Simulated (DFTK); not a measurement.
# SnO2 (Cassiterite) (P4_2/mnm) in DFTK: further runs

The runs below take SnO2 (Cassiterite) through band structure, equation of state, single point, with PBE, PBEsol, RPBE.

Everything below comes from runs of DFTK 0.8.2. Logs are shortened: lines on timing, memory, paths and dates and some standing lists are left out, and cuts for length are marked.

**1. The crystal as given**

It takes space group P4_2/mnm (No. 136, tetragonal). Conventional cell: a = 4.738 Å, b = 4.738 Å, c = 3.187 Å, α = 90.00°, β = 90.00°, γ = 90.00°. Around Sn (site symmetry mmm) lie 6 O at 2.05 to 2.06 Å. Around O (site symmetry m2m) lie 3 Sn at 2.05 to 2.06 Å.

**2. Band structure, PBE**

File run.jl:

```julia
using DFTK
using PseudoPotentialData
using Unitful, UnitfulAtomic
using LinearAlgebra, Printf
include("save.jl")
disable_threading()

lines     = readlines("POSCAR")
lattice   = austrip(1u"Å") * parse(Float64, lines[2]) * hcat([parse.(Float64, split(l)) for l in lines[3:5]]...)
symbols   = vcat([fill(Symbol(s), parse(Int, n)) for (s, n) in zip(split(lines[6]), split(lines[7]))]...)
positions = [parse.(Float64, split(l)[1:3]) for l in lines[9:8+length(symbols)]]
pseudopotentials = Dict(:O => "O.upf", :Sn => "Sn.upf")
elements = Dict(s => ElementPsp(s, pseudopotentials; rcut=10.0) for s in unique(symbols))
atoms    = [elements[s] for s in symbols]

build_model(lattice, positions; symmetries=true) =
    model_DFT(lattice, atoms, positions;
              functionals=PBE(),
              temperature=austrip(0.05u"eV"),
              smearing=Smearing.FermiDirac(),
              symmetries)
Ecut  = 46.0  # hartree
kgrid = [4, 4, 5]
tol   = 1e-6
to_GPa = ustrip(uconvert(u"GPa", 1u"hartree/bohr^3"))

model = build_model(lattice, positions)
basis = PlaneWaveBasis(model; Ecut, kgrid)
display(basis)
scfres = self_consistent_field(basis;
                               tol,
                               nbandsalg=AdaptiveBands(model; n_bands_converge=33))
display(scfres.energies)
@printf "Fermi level: %.6f eV\n" ustrip(auconvert(u"eV", something(scfres.εF, NaN)))
forces = compute_forces_cart(scfres)
println("Forces (eV/Å)")
for (s, f) in zip(symbols, forces)
    @printf "%-3s %12.6f %12.6f %12.6f\n" s ustrip.(auconvert.(u"eV/Å", f))...
end
stress = compute_stresses_cart(scfres)
println("Stress (GPa)")
display(round.(stress * to_GPa; digits=4))
println("Levels at the first k-point (eV): ", round.(ustrip.(auconvert.(u"eV", scfres.eigenvalues[1][1:scfres.n_bands_converge])); digits=4))
save_scf!(scfres; forces, stress)

points = Dict("G" => [0.0, 0.0, 0.0], "A" => [0.5, 0.5, 0.5], "M" => [0.5, 0.5, 0.0], "R" => [0.0, 0.5, 0.5], "X" => [0.0, 0.5, 0.0], "Z" => [0.0, 0.0, 0.5])
segments = [("G", "X", 4), ("X", "M", 4), ("M", "G", 6), ("G", "Z", 6), ("Z", "R", 4), ("R", "A", 4), ("A", "Z", 6), ("X", "R", 6), ("M", "A", 6)]
kcoords = vcat([[points[a] + t * (points[b] - points[a]) for t in range(0, 1, n)] for (a, b, n) in segments]...)
bands = compute_bands(scfres, ExplicitKpoints(kcoords); n_bands=35, tol=1e-5)
for (k, ε) in zip(bands.basis.kpoints, bands.eigenvalues)
    @printf "%d %8.4f %8.4f %8.4f " k.spin k.coordinate...
    println(join([@sprintf("%9.4f", e) for e in ustrip.(auconvert.(u"eV", ε .- scfres.εF))]))
end
results["band_energies"] = rows(bands.eigenvalues); results["band_kpoints"] = rows(kcoords)
```

File POSCAR:

```
SnO2
1.0
    4.7380000000      0.0000000000      0.0000000000
    0.0000000000      4.7380000000      0.0000000000
    0.0000000000      0.0000000000      3.1865000000
Sn O
2 4
Direct
    0.5000000000      0.5000000000      0.5000000000
    0.0000000000      0.0000000000      0.0000000000
    0.8071000000      0.1929000000      0.5000000000
    0.6929000000      0.6929000000      0.0000000000
    0.1929000000      0.8071000000      0.5000000000
    0.3071000000      0.3071000000      0.0000000000
```

Potentials or basis: in-house norm-conserving set (PBE, scalar relativistic).

Started as:

```console
julia --threads=1 run.jl  # save.jl only writes the numbers to a file and isn't shown; printed stress counts tension as positive; times include loading and compiling
```

Standard output:

```text
[... set-up lines left out ...]
n     Energy            log10(ΔE)   log10(Δρ)   Diag   Δtime
---   ---------------   ---------   ---------   ----   ------
  1   -230.1005415420                   -0.23   14.6    28.7s
  2   -230.4946760386       -0.40       -0.80    6.2    17.0s
  3   -230.5105833190       -1.80       -1.20    4.8    15.3s
  4   -230.5113876179       -3.09       -1.78    3.5    11.9s
  5   -230.5115752560       -3.73       -2.10    1.4    8.23s
  6   -230.5116151172       -4.40       -2.66    4.3    12.4s
  7   -230.5116194467       -5.36       -3.33    5.0    12.4s
  8   -230.5116197744       -6.48       -3.72    7.8    14.0s
  9   -230.5116197922       -7.75       -4.38    5.8    11.4s
 10   -230.5116197940       -8.73       -4.82   17.8    18.3s
 11   -230.5116197942       -9.71       -5.54    7.1    12.6s
 12   -230.5116197942      -11.08       -5.82   12.4    15.5s
 13   -230.5116197942      -11.74       -6.58    5.2    10.7s
Energy breakdown (in Ha):
    Kinetic             147.8017783
    AtomicLocal         -126.1802234
    AtomicNonlocal      -96.5731049
    Ewald               -153.7169676
    PspCorrection       14.4788085
    Hartree             51.1359303
    Xc                  -67.4578409
    Entropy             -0.0000000

    total               -230.511619794225
Fermi level: 2.739112 eV
Forces (eV/Å)
Sn      0.000000     0.000000    -0.000000
Sn      0.000000    -0.000000    -0.000000
O      -0.196339     0.196339     0.000000
O       0.196339     0.196339    -0.000000
O       0.196339    -0.196339     0.000000
O      -0.196339    -0.196339     0.000000
Stress (GPa)
3×3 StaticArraysCore.SMatrix{3, 3, Float64, 9} with indices SOneTo(3)×SOneTo(3):
 -10.1321    0.0       0.0
   0.0     -10.1321    0.0
   0.0       0.0     -13.2179
Levels at the first k-point (eV): [-19.0533, -18.2982, -18.0181, -17.9925, -17.9925, -17.9033, -17.8689, -17.7816, -17.7528, -17.7528, -16.8295, -14.9843, -14.9843, -13.2029, -6.0005, -1.9631, -1.9631, -1.8729, -1.0073, 0.0389, 0.1473, 0.8579, 0.8579, 1.3157, 1.3157, 2.0989, 3.3793, 8.2432, 8.4602, 8.4602, 12.5905, 12.7232, 14.2027]
1   0.0000   0.0000   0.0000  -21.7924 -21.0373 -20.7572 -20.7316 -20.7316 -20.6424 -20.6080 -20.5207 -20.4919 -20.4919 -19.5686 -17.7234 -17.7234 -15.9420  -8.7397  -4.7022  -4.7022  -4.6120  -3.7464  -2.7002  -2.5918  -1.8812  -1.8812  -1.4234  -1.4234  -0.6402   0.6402   5.5041   5.7211   5.7211   9.8514   9.9840  11.4636  11.4636  11.9912
1   0.0000   0.1667   0.0000  -21.7502 -21.0831 -20.7569 -20.7297 -20.7296 -20.6815 -20.6014 -20.5256 -20.4943 -20.4942 -19.4823 -17.9062 -17.5592 -16.0034  -8.5606  -5.1869  -4.5675  -4.5068  -3.5819  -2.8714  -2.4062  -1.9615  -1.8744  -1.8591  -1.4053  -0.7793   1.3243   5.2750   5.8356   5.9663  10.0947  10.2481  11.2120  11.4855  11.9530
1   0.0000   0.3333   0.0000  -21.6279 -21.2340 -20.7554 -20.7318 -20.7257 -20.7255 -20.5838 -20.5398 -20.4992 -20.4990 -19.2247 -18.3362 -17.1494 -16.2392  -8.0257  -6.1677  -4.2087  -4.1889  -3.2819  -3.1409  -2.8352  -2.2828  -1.8574  -1.8366  -1.3583  -1.0834   2.5712   4.7393   6.1706   6.3344  10.3341  10.6621  10.9798  11.6612  11.9174
1   0.0000   0.5000   0.0000  -21.4419 -21.4419 -20.7505 -20.7505 -20.7235 -20.7235 -20.5610 -20.5610 -20.5015 -20.5015 -18.8195 -18.8195 -16.6571 -16.6571  -7.1857  -7.1857  -3.7703  -3.7703  -3.6017  -3.6017  -2.5994  -2.5994  -1.8398  -1.8398  -1.2798  -1.2798   3.8019   3.8019   6.4610   6.4610  10.3285  10.3285  11.8564  11.8564  12.0347
1   0.0000   0.5000   0.0000  -21.4419 -21.4419 -20.7505 -20.7505 -20.7235 -20.7235 -20.5610 -20.5610 -20.5015 -20.5015 -18.8195 -18.8195 -16.6571 -16.6571  -7.1857  -7.1857  -3.7703  -3.7703  -3.6017  -3.6017  -2.5994  -2.5994  -1.8398  -1.8398  -1.2798  -1.2798   3.8019   3.8019   6.4610   6.4610  10.3285  10.3285  11.8564  11.8564  12.0347
1   0.1667   0.5000   0.0000  -21.4666 -21.4666 -20.7444 -20.7444 -20.7263 -20.7263 -20.5598 -20.5598 -20.4987 -20.4987 -18.6851 -18.6851 -16.8240 -16.8240  -6.9756  -6.9756  -3.7757  -3.7757  -3.7504  -3.7504  -2.6039  -2.6039  -1.8689  -1.8689  -1.3487  -1.3487   3.8985   3.8985   6.5750   6.5750  10.2910  10.2910  11.7494  11.7494  12.0596
[... 38 lines left out ...]
1   0.5000   0.5000   0.4000  -21.4900 -21.4900 -21.0892 -21.0892 -20.5966 -20.5966 -20.5399 -20.5399 -20.5272 -20.5272 -17.6933 -17.6933 -16.4269 -16.4269  -8.4307  -8.4307  -5.4440  -5.4440  -3.3430  -3.3430  -3.1188  -3.1188  -1.5626  -1.5626  -1.4837  -1.4837   4.3602   4.3602   8.3370   8.3370  10.2072  10.2072  10.4674  10.4674  12.4929
1   0.5000   0.5000   0.5000  -21.5507 -21.5507 -21.0497 -21.0497 -20.6064 -20.6064 -20.5382 -20.5382 -20.4931 -20.4931 -17.6850 -17.6850 -16.2862 -16.2862  -8.6358  -8.6358  -5.6679  -5.6679  -3.1733  -3.1733  -3.0830  -3.0830  -1.6154  -1.6154  -1.4775  -1.4775   4.2813   4.2813   8.2469   8.2469  10.4045  10.4045  10.5621  10.5621  12.5434
```

It took 7.6 min on 1 thread of Intel Xeon Platinum 8488C (Sapphire Rapids), shared host; peak memory 3.1 GiB.

Results:

```yaml
Free_energy: -6272.5407 eV
Pressure: 11.2 GPa
Largest_force: 0.278 eV/Å
Band_gap_on_the_k_mesh: 1.28 eV, direct
Band_gap_along_the_path: 1.28 eV, direct
```

Forces in eV/Å, atoms in the order of the input:
```
Sn   0.000  0.000  0.000
Sn   0.000  0.000  0.000
O   -0.196  0.196  0.000
O    0.196  0.196  0.000
O    0.196 -0.196  0.000
O   -0.196 -0.196  0.000
```

Stress tensor (GPa, compression positive):
```
10.13  0.00  0.00
 0.00 10.13  0.00
 0.00  0.00 13.22
```

Levels at the corners of the path, in eV from the valence-band top:
| point | band 24 | band 25 | band 26 | band 27 | band 28 | band 29 |
| --- | --- | --- | --- | --- | --- | --- |
| Γ | -0.78 | -0.78 | 0.00 | 1.28 | 6.14 | 6.36 |
| X | -1.20 | -0.64 | -0.64 | 4.44 | 4.44 | 7.10 |
| M | -1.32 | -0.90 | -0.90 | 4.83 | 4.83 | 7.53 |
| Γ | -0.78 | -0.78 | 0.00 | 1.28 | 6.14 | 6.36 |
| Z | -1.66 | -1.26 | -1.26 | 6.22 | 6.22 | 9.77 |
| R | -1.10 | -0.71 | -0.71 | 6.50 | 6.50 | 8.08 |
| A | -0.98 | -0.84 | -0.84 | 4.92 | 4.92 | 8.89 |
| Z | -1.66 | -1.26 | -1.26 | 6.22 | 6.22 | 9.77 |
| X | -1.20 | -0.64 | -0.64 | 4.44 | 4.44 | 7.10 |
| R | -1.10 | -0.71 | -0.71 | 6.50 | 6.50 | 8.08 |
| M | -1.32 | -0.90 | -0.90 | 4.83 | 4.83 | 7.53 |
| A | -0.98 | -0.84 | -0.84 | 4.92 | 4.92 | 8.89 |

Caveat: spin-orbit coupling is left out, which moves the levels of the heavy elements.

**3. Band structure, PBEsol**

Changes to run.jl since step 2:

```diff
@@ -17,3 +17,3 @@
     model_DFT(lattice, atoms, positions;
-              functionals=PBE(),
+              functionals=PBEsol(),
               temperature=austrip(0.05u"eV"),
@@ -21,3 +21,3 @@
               symmetries)
-Ecut  = 46.0  # hartree
+Ecut  = 35.0  # hartree
 kgrid = [4, 4, 5]
```

POSCAR is that of step 2.

Potentials or basis: SG15 1.2 (PBE).

Started as:

```console
julia --threads=1 run.jl  # save.jl only writes the numbers to a file and isn't shown; printed stress counts tension as positive; times include loading and compiling
```

Standard output:

```text
PlaneWaveBasis discretization:

    Ecut                 : 35.0 Ha
    fft_size             : (50, 50, 36), 90000 total points
    kgrid                : MonkhorstPack([4, 4, 5])
    num.   red. kpoints  : 80
    num. irred. kpoints  : 18

    Discretized Model(gga_x_pbe_sol+gga_c_pbe_sol, 3D):
        lattice (in Bohr)    : [8.95352   , 0         , 0         ]
                               [0         , 8.95352   , 0         ]
                               [0         , 0         , 6.02161   ]
        unit cell volume     : 482.73 Bohr³

[... 49 lines left out ...]
Sn      0.000000     0.000000     0.000000
Sn      0.000000    -0.000000     0.000000
O      -0.112430     0.112430     0.000000
O       0.112430     0.112430     0.000000
O       0.112430    -0.112430    -0.000000
O      -0.112430    -0.112430    -0.000000
Stress (GPa)
3×3 StaticArraysCore.SMatrix{3, 3, Float64, 9} with indices SOneTo(3)×SOneTo(3):
 1.3139   0.0      0.0
 0.0      1.3139  -0.0
 0.0     -0.0     -0.467
Levels at the first k-point (eV): [-16.0799, -15.311, -14.9608, -14.9608, -14.9587, -14.8417, -14.773, -14.6904, -14.6904, -14.6814, -13.8965, -12.0449, -12.0449, -10.2065, -3.1467, 0.924, 0.924, 1.0276, 1.9027, 2.9988, 3.0676, 3.8033, 3.8033, 4.3159, 4.3159, 5.0823, 6.2346, 11.1139, 11.2618, 11.2618, 15.3425, 15.5574, 17.1051]
1   0.0000   0.0000   0.0000  -21.7384 -20.9694 -20.6193 -20.6193 -20.6172 -20.5001 -20.4314 -20.3488 -20.3488 -20.3399 -19.5550 -17.7033 -17.7033 -15.8649  -8.8051  -4.7344  -4.7344  -4.6309  -3.7558  -2.6597  -2.5909  -1.8552  -1.8552  -1.3426  -1.3426  -0.5761   0.5761   5.4555   5.6033   5.6033   9.6840   9.8989  11.4466  11.4466  11.8626
1   0.0000   0.1667   0.0000  -21.6953 -21.0165 -20.6174 -20.6173 -20.6170 -20.5403 -20.4245 -20.3512 -20.3511 -20.3450 -19.4711 -17.8890 -17.5317 -15.9272  -8.6255  -5.2254  -4.5966  -4.5243  -3.5868  -2.8425  -2.3965  -1.9150  -1.8458  -1.8260  -1.3265  -0.7178   1.2881   5.2200   5.7179   5.8646   9.9694  10.1637  11.1809  11.4257  11.8327
1   0.0000   0.3333   0.0000  -21.5705 -21.1697 -20.6161 -20.6136 -20.6134 -20.5926 -20.4060 -20.3599 -20.3558 -20.3556 -19.2170 -18.3249 -17.1064 -16.1686  -8.0880  -6.2154  -4.2209  -4.2103  -3.2709  -3.1356  -2.8231  -2.2588  -1.8249  -1.7971  -1.2866  -1.0260   2.5478   4.7003   6.0598   6.2366  10.2964  10.6135  10.8982  11.5087  11.7937
1   0.0000   0.5000   0.0000  -21.3810 -21.3810 -20.6118 -20.6118 -20.6115 -20.6115 -20.3821 -20.3821 -20.3581 -20.3581 -18.8122 -18.8122 -16.5984 -16.5984  -7.2420  -7.2420  -3.7733  -3.7733  -3.6098  -3.6098  -2.5818  -2.5818  -1.8019  -1.8019  -1.2179  -1.2179   3.7754   3.7754   6.3619   6.3619  10.2865  10.2865  11.7094  11.7094  11.9588
1   0.0000   0.5000   0.0000  -21.3810 -21.3810 -20.6118 -20.6118 -20.6115 -20.6115 -20.3821 -20.3821 -20.3581 -20.3581 -18.8122 -18.8122 -16.5984 -16.5984  -7.2420  -7.2420  -3.7733  -3.7733  -3.6098  -3.6098  -2.5818  -2.5818  -1.8019  -1.8019  -1.2179  -1.2179   3.7754   3.7754   6.3619   6.3619  10.2865  10.2865  11.7094  11.7094  11.9588
1   0.1667   0.5000   0.0000  -21.4071 -21.4071 -20.6142 -20.6142 -20.6052 -20.6052 -20.3809 -20.3809 -20.3555 -20.3555 -18.6748 -18.6748 -16.7698 -16.7698  -7.0270  -7.0270  -3.7867  -3.7867  -3.7512  -3.7512  -2.5828  -2.5828  -1.8345  -1.8345  -1.2897  -1.2897   3.8740   3.8740   6.4794   6.4794  10.2504  10.2504  11.6330  11.6330  11.9936
[... 38 lines left out ...]
1   0.5000   0.5000   0.4000  -21.4162 -21.4162 -20.9959 -20.9959 -20.4574 -20.4574 -20.3894 -20.3894 -20.3599 -20.3599 -17.6630 -17.6630 -16.3625 -16.3625  -8.5087  -8.5087  -5.4941  -5.4941  -3.3575  -3.3575  -3.1183  -3.1183  -1.5091  -1.5091  -1.4202  -1.4202   4.3393   4.3393   8.2472   8.2472  10.1829  10.1829  10.4174  10.4174  12.3777
1   0.5000   0.5000   0.5000  -21.4791 -21.4791 -20.9513 -20.9513 -20.4675 -20.4675 -20.3581 -20.3581 -20.3559 -20.3559 -17.6565 -17.6565 -16.2178 -16.2178  -8.7185  -8.7185  -5.7220  -5.7220  -3.1871  -3.1871  -3.0813  -3.0813  -1.5617  -1.5617  -1.4116  -1.4116   4.2562   4.2562   8.1560   8.1560  10.3835  10.3835  10.5170  10.5170  12.4167
```

It took 3.4 min on 1 thread of Intel Xeon Platinum 8488C (Sapphire Rapids), shared host; peak memory 2.2 GiB.

What came out:

```yaml
Free_energy: -5013.2953 eV
Largest_force: 0.159 eV/Å
Band_gap_on_the_k_mesh: 1.15 eV, direct
Band_gap_along_the_path: 1.15 eV, direct
```

Forces on the atoms (eV/Å):
```
Sn   0.000  0.000  0.000
Sn   0.000  0.000  0.000
O   -0.112  0.112  0.000
O    0.112  0.112  0.000
O    0.112 -0.112  0.000
O   -0.112 -0.112  0.000
```

Levels at the corners of the path, in eV from the valence-band top:
| point | band 23 | band 24 | band 25 | band 26 | band 27 | band 28 | band 29 | band 30 |
| --- | --- | --- | --- | --- | --- | --- | --- | --- |
| Γ | -1.28 | -0.77 | -0.77 | 0.00 | 1.15 | 6.03 | 6.18 | 6.18 |
| X | -1.23 | -1.23 | -0.64 | -0.64 | 4.35 | 4.35 | 6.94 | 6.94 |
| M | -1.36 | -1.36 | -0.92 | -0.92 | 4.75 | 4.75 | 7.39 | 7.39 |
| Γ | -1.28 | -0.77 | -0.77 | 0.00 | 1.15 | 6.03 | 6.18 | 6.18 |
| Z | -1.68 | -1.68 | -1.28 | -1.28 | 6.18 | 6.18 | 9.62 | 9.62 |
| R | -1.10 | -1.10 | -0.74 | -0.74 | 6.44 | 6.44 | 7.91 | 7.91 |
| A | -0.99 | -0.99 | -0.84 | -0.84 | 4.83 | 4.83 | 8.73 | 8.73 |
| Z | -1.68 | -1.68 | -1.28 | -1.28 | 6.18 | 6.18 | 9.62 | 9.62 |
| X | -1.23 | -1.23 | -0.64 | -0.64 | 4.35 | 4.35 | 6.94 | 6.94 |
| R | -1.10 | -1.10 | -0.74 | -0.74 | 6.44 | 6.44 | 7.91 | 7.91 |
| M | -1.36 | -1.36 | -0.92 | -0.92 | 4.75 | 4.75 | 7.39 | 7.39 |
| A | -0.99 | -0.99 | -0.84 | -0.84 | 4.83 | 4.83 | 8.73 | 8.73 |

Caveat: the cutoff is short for these potentials, so energies and forces aren't converged, fitted volumes are rough and the log's stress (off by 3 to 10 GPa or more in trials) isn't used; the potentials were made for another functional, which shifts forces and pressure; spin-orbit coupling is left out, which moves the levels of the heavy elements.

**4. Equation of state, PBEsol**

File run.jl:

```julia
using DFTK
using PseudoPotentialData
using Unitful, UnitfulAtomic
using LinearAlgebra, Printf
using AtomsBase
include("save.jl")
disable_threading()

cell = [[4.738, 0.0, 0.0],
        [0.0, 4.738, 0.0],
        [0.0, 0.0, 3.1865]]u"Å"
system = periodic_system([:Sn => [0.5, 0.5, 0.5],
                          :Sn => [0.0, 0.0, 0.0],
                          :O => [0.8071, 0.1929, 0.5],
                          :O => [0.6929, 0.6929, 0.0],
                          :O => [0.1929, 0.8071, 0.5],
                          :O => [0.3071, 0.3071, 0.0]],
                         cell; fractional=true)
lattice   = austrip.(hcat(cell_vectors(system)...))
symbols   = atomic_symbol(system, :) .|> Symbol
positions = [lattice \ austrip.(position(system, i)) for i in 1:length(system)]
pseudopotentials = Dict(:O => "O.upf", :Sn => "Sn.upf")
elements = Dict(s => ElementPsp(s, pseudopotentials; rcut=10.0) for s in unique(symbols))
atoms    = [elements[s] for s in symbols]

build_model(lattice, positions; symmetries=true) =
    model_DFT(lattice, atoms, positions;
              functionals=PBEsol(),
              temperature=austrip(0.05u"eV"),
              smearing=Smearing.FermiDirac(),
              symmetries)
Ecut  = 30.0  # hartree
kgrid = [4, 4, 5]
tol   = 1e-6
to_GPa = ustrip(uconvert(u"GPa", 1u"hartree/bohr^3"))

results["points"] = []
for scale in [0.94, 0.96, 0.98, 1.0, 1.02, 1.04, 1.06]
    println("\n=== scale = ", scale)
    model = build_model(cbrt(scale) * lattice, positions)
    basis = PlaneWaveBasis(model; Ecut, kgrid)
    t0 = time()
    scfres = self_consistent_field(basis;
                                   tol,
                                   nbandsalg=AdaptiveBands(model; n_bands_converge=33))
    seconds = time() - t0
    @printf "SCF: %d iterations, %.1f s\n" scfres.n_iter seconds
    forces = compute_forces_cart(scfres)
    stress = compute_stresses_cart(scfres)
    @printf "V = %.5f Å^3  F = %.8f Ha  max force = %.5f eV/Å  p = %.4f GPa\n" ustrip(auconvert(u"Å^3", model.unit_cell_volume)) scfres.energies.total ustrip(auconvert(u"eV/Å", maximum(norm, forces))) (-tr(stress) / 3 * to_GPa)
    push!(results["points"], save_scf!(scfres; forces, stress, d=Dict{String,Any}("seconds" => seconds, "n_matvec" => get(scfres, :n_matvec, 0))))
end

# third-order Birch-Murnaghan fit in x = V^(-2/3)
V = [0.94, 0.96, 0.98, 1.0, 1.02, 1.04, 1.06] * abs(det(lattice))
E = [p["total"] for p in results["points"]]
x = V .^ (-2 / 3)
c = [x .^ 0 x x .^ 2 x .^ 3] \ E
Δ = c[3]^2 - 3c[2] * c[4]
if Δ > 0
    x0 = (-c[3] + sqrt(Δ)) / 3c[4]
    B0 = 4 / 9 * x0^(7 / 2) * (2c[3] + 6c[4] * x0)
    @printf "V0 = %.4f Å^3  B0 = %.2f GPa\n" ustrip(auconvert(u"Å^3", x0^(-3 / 2))) B0 * to_GPa
end
```

Potentials or basis: SPMS 1.0 (PBE).

Started as:

```console
julia --threads=1 run.jl  # save.jl only writes the numbers to a file and isn't shown; printed stress counts tension as positive; times include loading and compiling
```

Run time: 13 min. Hardware: 1 thread of Intel Xeon Platinum 8488C (Sapphire Rapids), shared host; peak memory 2 GiB.

Results (log left out):

- Equilibrium volume: 12.12 Å³/atom (rough: see the caveat)
- Bulk modulus at fixed shape and positions: 204 GPa (rough)

Energy against volume, from the lowest point:
| volume (Å³/atom) | energy (meV/atom) |
| --- | --- |
| 11.207 | 49.70 |
| 11.445 | 25.97 |
| 11.684 | 10.48 |
| 11.922 | 1.93 |
| 12.161 | 0.00 |
| 12.399 | 3.52 |
| 12.637 | 12.95 |

Caveat: the k mesh is coarse (spacing up to 0.39 Å⁻¹), so the values aren't converged; the fit of the energies and the printed pressures disagree; the cutoff is short for these potentials, so energies and forces aren't converged, fitted volumes are rough and the log's stress (off by 3 to 10 GPa or more in trials) isn't used; the cell was scaled at fixed shape and fractional positions, which overstates the stiffness of a crystal with free parameters, most of all of layers and chains; the potentials were made for another functional, which shifts forces and pressure.

(Continued in part 2 of 2.)
